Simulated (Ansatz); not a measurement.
## ZnS: the gap from level to level

A database entry relaxed whole under r2SCAN at zero pressure (R3m, No. 160):

```xyz
10
Lattice="1.9042 1.0994 15.6038 -1.9042 1.0994 15.6038 0.0000 -2.1988 15.6038" Properties=species:S:1:pos:R:3 pbc="T T T"
Zn    0.0000    0.0000    0.0048
Zn    0.0000    0.0000   34.3302
Zn    0.0000    0.0000   21.8439
Zn    0.0000    0.0000   40.5710
Zn    0.0000    0.0000   28.0897
S     0.0000    0.0000    2.3426
S     0.0000    0.0000   36.6641
S     0.0000    0.0000   24.1820
S     0.0000    0.0000   42.9084
S     0.0000    0.0000   30.4272
```

Its volume is 19.60 Å³ an atom, -1.3 % against the entry's 19.85, which is old or was flagged in a check.

Single points on this cell with plane-wave PAW DFT (Ansatz 0.2.0; r2SCAN 500 eV, hybrids 420 eV; fermi-dirac occupations of width 0.020 eV; no moments): r2SCAN on a 6×6×6 Γ-centred mesh; HSE06 on a 4×4×4 Γ-centred mesh; PBE0 on a 4×4×4 Γ-centred mesh.

Question: What does each level give for gap and charges?

Answer: The runs give:

```csv
level,"gap (eV), or kind",pressure (GPa),Bader charge of Zn (e),Bader charge of S (e)
r2SCAN,2.76,0.0,+0.97,-0.97
HSE06,3.43,1.6,+0.98,-0.98
PBE0,4.11,1.4,+0.98,-0.98
```

Under r2SCAN the gap is 2.76 eV, over mesh and band path. HSE06 moves it by +0.68 eV and PBE0 by +1.36 eV; PBE0 keeps its exact exchange at long range, which widens the gap over HSE06's by 0.68 eV on their common mesh.

Caveats: the relaxation kept the start's symmetry; HSE06 is read on its mesh and at the zone's corners, PBE0 on its mesh alone; hybrid pressures are good to a few tenths of a GPa; pressure is positive in compression.
